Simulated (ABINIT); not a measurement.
# BN (Pnma) in ABINIT: reference runs

Aim: a first look at BN with PBE, on the cell as given and on a disturbed one.

Everything below comes from runs of ABINIT 10.8.3 (patched build). Logs are shortened: lines on timing, memory, paths and dates and some standing lists are left out, and cuts for length are marked. The log counts tension as positive stress, the text compression.

**1. Starting point**

The structure is orthorhombic, space group Pnma (No. 62). Conventional cell: a = 4.880 Å, b = 2.591 Å, c = 4.292 Å, α = 90.00°, β = 90.00°, γ = 90.00°. N (site symmetry m) is surrounded by 4 B at 1.51 to 1.65 Å. B (site symmetry m) is surrounded by 4 N at 1.51 to 1.65 Å.

Measurements of this composition are mostly on another form, of space group No. 194.

**2. Single point, PBE (atoms moved at random, drawn with an rms of 0.05 Å)**

run.abi reads:

```
# Pseudopotentials
pp_dirpath "./"
pseudos "N.GGA_PBE-JTH.xml, B.GGA_PBE-JTH.xml"

# Structure
acell 3*1.0 Angstrom
rprim
     4.8800890000     0.0000000000     0.0000000000
     0.0000000000     2.5914640000     0.0000000000
     0.0000000000     0.0000000000     4.2920490000
ntypat 2
znucl 7 5
natom 8
typat 1 1 1 1 2 2 2 2
xred
     0.3267540000     0.7650290000     0.1040300000
     0.6801340000     0.2381700000     0.8957450000
     0.1843280000     0.2624390000     0.6050790000
     0.8304820000     0.7510760000     0.3933350000
     0.3324950000     0.2616150000     0.9129610000
     0.1573240000     0.7305700000     0.4159590000
     0.8506490000     0.2798640000     0.5889840000
     0.6629230000     0.7602530000     0.0999810000
chkprim 0
chksymtnons 0
tolsym 1.0e-6

# Plane-wave basis
ecut 26.0
pawecutdg 48.0
pawxcdev 0

# k points
kptopt 1
ngkpt 6 10 6
nshiftk 1
shiftk 0.0 0.0 0.0

# Exchange and correlation
ixc 11

# Bands and occupations
nband 21
occopt 3
tsmear 0.05 eV

# SCF cycle
nstep 100
tolvrs 1.0e-9

# Output
iomode 3
prtwf 0
prtden 0
prteig 0
prtebands 0
enunit 1
```

Potentials or basis: JTH PAW PBE v2.0.

Run with:

```console
abinit run.abi > log 2>&1
```

run.abo:

```text
.Version 10.8.3 of ABINIT
 Symmetries : space group P1 (#  1); Bravais aP (primitive triclinic)
================================================================================
 Values of the parameters that define the memory need of the present run
     intxc =       0    ionmov =       0      iscf =      17    lmnmax =       8
     lnmax =       4     mgfft =      45  mpssoang =       2    mqgrid =    3001
     natom =       8  nloc_mem =       2    nspden =       1   nspinor =       1
    nsppol =       1      nsym =       1    n1xccc =       1    ntypat =       2
    occopt =       3   xclevel =       2
       mpw =        2345          nfft =       43200          nkpt =         184
 PAW method is used; the additional fine FFT grid is defined by:
   mgfftf=        60    nfftf =    103680
================================================================================
================================================================================

--------------------------------------------------------------------------------
------------- Echo of variables that govern the present computation ------------
--------------------------------------------------------------------------------
 -outvars: echo values of preprocessed input variables --------
            acell      1.8897261259E+00  1.8897261259E+00  1.8897261259E+00 Bohr
              amu      1.40067400E+01  1.08110000E+01
          chkprim           0
      chksymtnons           0
             ecut      2.60000000E+01 Hartree
           enunit           1
                       outvar_i_n : Printing only first  50 k-points.
              ixc          11
                       outvar_i_n : Printing only first  50 k-points.
         kptrlatt        6    0    0      0   10    0      0    0    6
          kptrlen      4.86647828E+01
            natom           8
            nband          21
            ngfft          45      24      40
          ngfftdg          60      32      54
             nkpt         184
            nstep         100
             nsym           1
           ntypat           2
                       prtocc : prtvol=0, do not print more k-points.
           occopt           3
        pawecutdg      4.80000000E+01 Hartree
         pawxcdev           0
           prtden           0
        prtebands           0
           prteig           0
            prtwf           0
            rprim      4.8800890000E+00  0.0000000000E+00  0.0000000000E+00
                       0.0000000000E+00  2.5914640000E+00  0.0000000000E+00
                       0.0000000000E+00  0.0000000000E+00  4.2920490000E+00
          spgroup           1
           tolsym      1.00000000E-06
           tolvrs      1.00000000E-09
           tsmear      1.83746611E-03 Hartree
            typat      1  1  1  1  2  2  2  2
           useylm           1
                       outvars : Printing only first  50 k-points.
           xangst      1.5945886011E+00  1.9825451125E+00  4.4650185747E-01
                       3.3191144519E+00  6.1720898088E-01  3.8445814315E+00
                       8.9953704519E-01  6.8010122070E-01  2.5970287169E+00
                       4.0528260729E+00  1.9463864153E+00  1.6882130934E+00
                       1.6226051921E+00  6.7796585436E-01  3.9184733471E+00
                       7.6775512184E-01  1.8932458545E+00  1.7853164100E+00
                       4.1512428278E+00  7.2525748090E-01  2.5279481882E+00
                       3.2351232401E+00  1.9701682804E+00  4.2912335107E-01
            xcart      3.0133357396E+00  3.7464672948E+00  8.4376622533E-01
                       6.2722172947E+00  1.1663559363E+00  7.2652059743E+00
                       1.6998786555E+00  1.2852050450E+00  4.9076730160E+00
                       7.6587313137E+00  3.6781372600E+00  3.1902603887E+00
                       3.0662794235E+00  1.2811697875E+00  7.4048414577E+00
                       1.4508469120E+00  3.5777161540E+00  3.3737590630E+00
                       7.8447120266E+00  1.3705380097E+00  4.7771297362E+00
                       6.1134969074E+00  3.7230784719E+00  8.1092560775E-01
             xred      3.2675400000E-01  7.6502900000E-01  1.0403000000E-01
                       6.8013400000E-01  2.3817000000E-01  8.9574500000E-01
                       1.8432800000E-01  2.6243900000E-01  6.0507900000E-01
                       8.3048200000E-01  7.5107600000E-01  3.9333500000E-01
                       3.3249500000E-01  2.6161500000E-01  9.1296100000E-01
                       1.5732400000E-01  7.3057000000E-01  4.1595900000E-01
                       8.5064900000E-01  2.7986400000E-01  5.8898400000E-01
                       6.6292300000E-01  7.6025300000E-01  9.9981000000E-02
            znucl        7.00000    5.00000

================================================================================

 chkinp: Checking input parameters for consistency.

================================================================================
== DATASET  1 ==================================================================

--- !DatasetInfo
iteration_state: {dtset: 1, }
dimensions: {natom: 8, nkpt: 184, mband: 21, nsppol: 1, nspinor: 1, nspden: 1, mpw: 2345, }
cutoff_energies: {ecut:  26.0, pawecutdg:  48.0, }
electrons: {nelect:   3.20000000E+01, charge:   0.00000000E+00, occopt:   3.00000000E+00, tsmear:   1.83746611E-03, }
meta: {optdriver: 0, ionmov: 0, optcell: 0, iscf: 17, paral_kgb: 0, }
...

 Exchange-correlation functional for the present dataset will be:
  GGA: Perdew-Burke-Ernzerhof functional - ixc=11
  J.P.Perdew, K.Burke, M.Ernzerhof, PRL 77, 3865 (1996)

 Real(R)+Recip(G) space primitive vectors, cartesian coordinates (Bohr,Bohr^-1):
 R(1)=  9.2220317  0.0000000  0.0000000  G(1)=  0.1084360  0.0000000  0.0000000
 R(2)=  0.0000000  4.8971572  0.0000000  G(2)=  0.0000000  0.2042001  0.0000000
 R(3)=  0.0000000  0.0000000  8.1107971  G(3)=  0.0000000  0.0000000  0.1232924
 Unit cell volume ucvol=  3.6629770E+02 bohr^3
 Angles (23,13,12)=  9.00000000E+01  9.00000000E+01  9.00000000E+01 degrees
[... 122 lines left out ...]
       0.184328000000      0.262439000000      0.605079000000
       0.830482000000      0.751076000000      0.393335000000
       0.332495000000      0.261615000000      0.912961000000
       0.157324000000      0.730570000000      0.415959000000
       0.850649000000      0.279864000000      0.588984000000
       0.662923000000      0.760253000000      0.099981000000
 rms dE/dt=  1.6926E-01; max dE/dt=  2.9235E-01; dE/dt below (all hartree)
    1       0.205712158338      0.069825447393     -0.260036457950
    2      -0.112953199161     -0.160844490445      0.087147705265
    3       0.031645817081      0.152385636865     -0.170222069858
    4       0.094282092156     -0.122950972058      0.026183903989
    5      -0.247277520814     -0.011367142573      0.082116281178
    6      -0.205594249229     -0.237469825625      0.292354264816
    7       0.200498722950      0.213143849430     -0.250846684619
    8       0.037163883930      0.097269958482      0.192555906377

 cartesian coordinates (angstrom) at end:
    1      1.59458860110600     1.98254511245600     0.44650185747000
    2      3.31911445192600     0.61720898088000     3.84458143150500
    3      0.89953704519200     0.68010122069600     2.59702871687100
    4      4.05282607289800     1.94638641526400     1.68821309341500
    5      1.62260519205500     0.67796585436000     3.91847334708900
    6      0.76775512183600     1.89324585448000     1.78531640999100
    7      4.15124282776100     0.72525748089600     2.52794818821600
    8      3.23512324014700     1.97016828039200     0.42912335106900

 cartesian forces (hartree/bohr) at end:
    1     -0.02225945998709    -0.01425855583125     0.03204901564743
    2      0.01229532886579     0.03284426877349    -0.01075616831838
    3     -0.00338440649605    -0.03111735486023     0.02097558024236
    4     -0.01017643207652     0.02510640849145    -0.00323979226968
    5      0.02686091769850     0.00232097924043    -0.01013583174639
    6      0.02234095148805     0.04849116995651    -0.03605658654951
    7     -0.02169413603580    -0.04352418800277     0.03091598603462
    8     -0.00398276345689    -0.01986272776762    -0.02375220304045
 frms,max,avg= 2.4589309E-02 4.8491170E-02  -4.714E-05  1.924E-07  1.151E-05 h/b

 cartesian forces (eV/Angstrom) at end:
    1     -1.14462745421890    -0.73320442056668     1.64802664628948
    2      0.63225123100889     1.68892020622611    -0.55310441342936
    3     -0.17403317932516    -1.60011872239282     1.07860770330924
    4     -0.52329317726184     1.29102343241089    -0.16659681681376
    5      1.38124392330504     0.11934955119361    -0.52120542434502
    6      1.14881791568306     2.49351621520057    -1.85410422777214
    7     -1.11555732782980    -2.23810373384856     1.58976392104746
    8     -0.20480193136129    -1.02138252822312    -1.22138738828589
 frms,max,avg= 1.2644331E+00 2.4935162E+00  -2.424E-03  9.895E-06  5.921E-04 e/A
 length scales=  1.889726125908  1.889726125908  1.889726125908 bohr
              =  1.000000000000  1.000000000000  1.000000000000 angstroms
 Fermi (or HOMO) energy (eV) =   8.00726   Average Vxc (eV)= -11.78799
 Eigenvalues (   eV  ) for nkpt= 184  k points:
 kpt#   1, nband= 21, wtk=  0.00278, kpt=  0.0000  0.0000  0.0000 (reduced coord)
 -13.04117  -10.47556   -9.34408   -7.46544   -2.01962   -1.50506   -0.53679   -0.07647
   1.51586    2.14104    3.79304    4.30292    5.61668    6.32689    6.71189    6.85426
  12.99252   13.81655   14.73102   14.96109   15.63912
 prteigrs : prtvol=0 or 1, do not print more k-points.

--- !EnergyTerms
iteration_state     : {dtset: 1, }
comment             : Components of total free energy in Hartree
kinetic             :  3.16984062552203E+01
hartree             :  1.07145937884790E+01
xc                  : -1.55994165867184E+01
Ewald energy        : -4.67138667949698E+01
psp_core            :  2.54689496028705E+00
local_psp           : -4.00479885849976E+01
PAW spherical_terms :  5.55892098306281E+00
internal            : -5.18424559796367E+01
'-kT*entropy'       : -1.03841427648947E-13
total_energy        : -5.18424559796368E+01
total_energy_eV     : -1.41070509360216E+03
...

--- !EnergyTermsDC
iteration_state     : {dtset: 1, }
comment             : '"Double-counting" decomposition of free energy'
band_energy         : -1.07861376892265E+00
Ewald energy        : -4.67138667949698E+01
psp_core            :  2.54689496028705E+00
xc_dc               : -7.54453696219016E+00
PAW spherical_terms :  9.47667837604238E-01
internal            : -5.18424547281913E+01
'-kT*entropy'       : -1.03841427648947E-13
total_energy_dc     : -5.18424547281915E+01
total_energy_dc_eV  : -1.41070505954860E+03
...

--- !EnergyTermsWithPAWCore
iteration_state     : {dtset: 1, }
comment             : 'Components of total free energy, including PAW core contributions'
Total energy        : -3.18717471658239E+02
Total energy DC     : -3.18717470406793E+02
Total energy (eV)   : -8.67274422463483E+03
Total energy DC (eV): -8.67274419058127E+03
...

 Cartesian components of stress tensor (hartree/bohr^3)
  sigma(1 1)= -7.74547116E-05  sigma(3 2)=  2.27028205E-04
  sigma(2 2)= -1.69186125E-04  sigma(3 1)= -7.91473092E-05
  sigma(3 3)= -2.25094127E-05  sigma(2 1)= -1.96770695E-05

-Cartesian components of stress tensor (GPa)         [Pressure=  2.6396E+00 GPa]
- sigma(1 1)= -2.27879629E+00  sigma(3 2)=  6.67940041E+00
- sigma(2 2)= -4.97762765E+00  sigma(3 1)= -2.32859423E+00
- sigma(3 3)= -6.62249785E-01  sigma(2 1)= -5.78919371E-01

== END DATASET(S) ==============================================================
================================================================================

 -outvars: echo values of variables after computation  --------
            acell      1.8897261259E+00  1.8897261259E+00  1.8897261259E+00 Bohr
           etotal     -5.1842454728E+01
            fcart     -2.2259459987E-02 -1.4258555831E-02  3.2049015647E-02
                       1.2295328866E-02  3.2844268773E-02 -1.0756168318E-02
                      -3.3844064960E-03 -3.1117354860E-02  2.0975580242E-02
                      -1.0176432077E-02  2.5106408491E-02 -3.2397922697E-03
                       2.6860917699E-02  2.3209792404E-03 -1.0135831746E-02
                       2.2340951488E-02  4.8491169957E-02 -3.6056586550E-02
                      -2.1694136036E-02 -4.3524188003E-02  3.0915986035E-02
                      -3.9827634569E-03 -1.9862727768E-02 -2.3752203040E-02
            rprim      4.8800890000E+00  0.0000000000E+00  0.0000000000E+00
                       0.0000000000E+00  2.5914640000E+00  0.0000000000E+00
                       0.0000000000E+00  0.0000000000E+00  4.2920490000E+00
           strten     -7.7454711650E-05 -1.6918612517E-04 -2.2509412665E-05
                       2.2702820549E-04 -7.9147309168E-05 -1.9677069485E-05
           xangst      1.5945886011E+00  1.9825451125E+00  4.4650185747E-01
                       3.3191144519E+00  6.1720898088E-01  3.8445814315E+00
                       8.9953704519E-01  6.8010122070E-01  2.5970287169E+00
                       4.0528260729E+00  1.9463864153E+00  1.6882130934E+00
                       1.6226051921E+00  6.7796585436E-01  3.9184733471E+00
                       7.6775512184E-01  1.8932458545E+00  1.7853164100E+00
                       4.1512428278E+00  7.2525748090E-01  2.5279481882E+00
                       3.2351232401E+00  1.9701682804E+00  4.2912335107E-01
             xred      3.2675400000E-01  7.6502900000E-01  1.0403000000E-01
                       6.8013400000E-01  2.3817000000E-01  8.9574500000E-01
                       1.8432800000E-01  2.6243900000E-01  6.0507900000E-01
                       8.3048200000E-01  7.5107600000E-01  3.9333500000E-01
                       3.3249500000E-01  2.6161500000E-01  9.1296100000E-01
                       1.5732400000E-01  7.3057000000E-01  4.1595900000E-01
                       8.5064900000E-01  2.7986400000E-01  5.8898400000E-01
                       6.6292300000E-01  7.6025300000E-01  9.9981000000E-02
 Calculation completed.
```

Wall time 6.1 min (1 thread of AMD EPYC 7R43 (Zen 3), shared host); peak memory 0.3 GiB.

Results:

* Free energy: -1410.7051 eV
* Pressure: 2.6 GPa
* Largest force: 3.313 eV/Å
* Band gap on the k mesh: 5.31 eV, indirect (least direct gap 5.77 eV)

Forces in eV/Å, atoms in the order of the input:
```
N   -1.145 -0.733  1.648
N    0.632  1.689 -0.553
N   -0.174 -1.600  1.079
N   -0.523  1.291 -0.167
B    1.381  0.119 -0.521
B    1.149  2.494 -1.854
B   -1.116 -2.238  1.590
B   -0.205 -1.021 -1.221
```

Stress tensor (GPa, compression positive):
```
 2.28  0.58  2.33
 0.58  4.98 -6.68
 2.33 -6.68  0.66
```

Caveat: the atomic spheres overlap. A k mesh can miss the band edges.

**3. Single point, PBE**

run.abi reads:

```
pp_dirpath "./"
pseudos "N.GGA_PBE-JTH.xml, B.GGA_PBE-JTH.xml"

acell 9.2220316738 4.8971572218 8.1107971235
rprim
     1.0000000000     0.0000000000     0.0000000000
     0.0000000000     1.0000000000     0.0000000000
     0.0000000000     0.0000000000     1.0000000000
ntypat 2
znucl 7 5
natom 8
typat 1 1 1 1 2 2 2 2
xcart
     1.5671429806     1.9435980000     0.4570431298
     3.3129460194     0.6478660000     3.8350058702
     0.8729015194     0.6478660000     2.6030676298
     4.0071874806     1.9435980000     1.6889813702
     1.6612457368     0.6478660000     3.8933004797
     0.7787987632     1.9435980000     1.7472759797
     4.1012902368     0.6478660000     2.5447730203
     3.2188432632     1.9435980000     0.3987485203 Angstrom
chkprim 0
chksymtnons 0
tolsym 1.0e-6

ecut 26.0
pawecutdg 48.0
pawxcdev 0

kptopt 1
ngkpt 6 10 6
nshiftk 1
shiftk 0.0 0.0 0.0

ixc 11

nband 21
occopt 3
tsmear 0.00183747

nstep 100
tolvrs 1.0e-9

iomode 3
prtwf 0
prtden 0
prteig 0
prtebands 0
enunit 2
```

Potentials or basis: JTH PAW PBE v2.0.

Run with:

```console
abinit run.abi > log 2>&1
```

Run time: 2.4 min. Hardware: 1 thread of Arm Neoverse V2, shared host; peak memory 0.21 GiB.

It converged, with:

* Free energy: -1411.1039 eV
* Pressure: -0.1 GPa
* Largest force: 0.056 eV/Å
* Band gap on the k mesh: 5.65 eV, indirect (least direct gap 6.25 eV)

Forces on the atoms (eV/Å):
```
N    0.026  0.000  0.050
N   -0.026  0.000 -0.050
N   -0.026  0.000  0.050
N    0.026  0.000 -0.050
B    0.001  0.000  0.007
B   -0.001  0.000  0.007
B    0.001  0.000 -0.007
B   -0.001  0.000 -0.007
```

Stress tensor (GPa, compression positive):
```
-0.31  0.00  0.00
 0.00 -0.07  0.00
 0.00  0.00  0.01
```

Levels at points of the mesh, in eV from the valence-band top:
```csv
k point,band 12,band 13,band 14,band 15,band 16,band 17,band 18,band 19,band 20,band 21
"(0.00, 0.00, 0.00)",-2.43,-0.96,-0.34,-0.19,0.00,6.58,7.20,8.03,8.26,8.97
"(0.50, 0.00, 0.00)",-2.82,-1.19,-1.19,-0.73,-0.73,6.01,6.01,8.33,8.33,9.38
"(0.00, 0.50, 0.00)",-4.79,-4.22,-4.22,-2.13,-2.13,6.28,6.28,8.42,8.42,11.19
"(0.50, 0.50, 0.00)",-5.52,-2.77,-2.77,-2.77,-2.77,7.38,7.38,7.38,7.38,11.20
"(0.00, 0.00, 0.50)",-3.52,-1.48,-1.48,-1.36,-1.36,6.22,6.22,8.49,8.49,9.94
"(0.50, 0.00, 0.50)",-3.26,-1.49,-1.49,-1.24,-1.24,5.76,5.76,8.65,8.65,8.95
"(0.00, 0.50, 0.50)",-5.48,-2.43,-2.43,-0.76,-0.76,8.12,8.12,8.29,8.29,9.64
"(0.50, 0.50, 0.50)",-4.33,-2.69,-2.69,-2.69,-2.69,8.27,8.27,8.27,8.27,9.18
```

Caveat: the atomic spheres overlap. A k mesh can miss the band edges.
